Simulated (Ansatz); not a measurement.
Two isomers of C4H9N: A = `C1CCNC1`, B = `C=CN(C)C`.

Isolated molecules relaxed with PBE0-D4/def2-TZVP in Ansatz; ΔE leaves out vibrations. CCSD(T)/CBS is the MP2 limit (def2-TZVPP, def2-QZVPP) plus CCSD(T) − MP2 in def2-TZVPP, frozen cores. DFT in def2-TZVPP. B3LYP here is the variant with VWN-RPA as its local correlation; programs differ in this. One conformer a species, not always the lowest.

Q: Which is lower in electronic energy at CCSD(T)/CBS, and by how much? (An estimate is asked.)

A: Ansatz gave: A, by 68.3 kJ/mol.

Q: Give E(B) − E(A) in kJ/mol with PBE0-D4, CCSD(T)/def2-TZVPP, BLYP-D4, B3LYP-D4, CCSD/def2-TZVPP, CCSD(T)/def2-SVP, B2PLYP. (Estimate.)

A: Computed: PBE0-D4 71.8, CCSD(T)/def2-TZVPP 68.4, BLYP-D4 32.5, B3LYP-D4 45.6, CCSD/def2-TZVPP 71.1, CCSD(T)/def2-SVP 63.1, B2PLYP 53.7. None reverses the order clearly.

Q: Does the order hold for the free energy at 298.15 K (harmonic terms from PBE0-D4)? (Estimate.)

A: The calculation gave: Yes: G(B) − G(A) = +57.1 kJ/mol, for one conformer each. Modes under 60 cm⁻¹, often nearly free rotors, make the harmonic entropy too high.

Largest T1 diagnostic: 0.011.

From PBE to PBE0 (25 % exact exchange), in def2-TZVPP and without D4, E(B) − E(A) moves by +14.8 kJ/mol. Leaving LDA and LC-ωPBE aside and taking each functional with its dispersion term where it has one, the values, not all of them listed here, spread over 48.4 kJ/mol, from BLYP-D4 to PBE-QIDH. LDA lies +12.5 kJ/mol from PBE without D4.
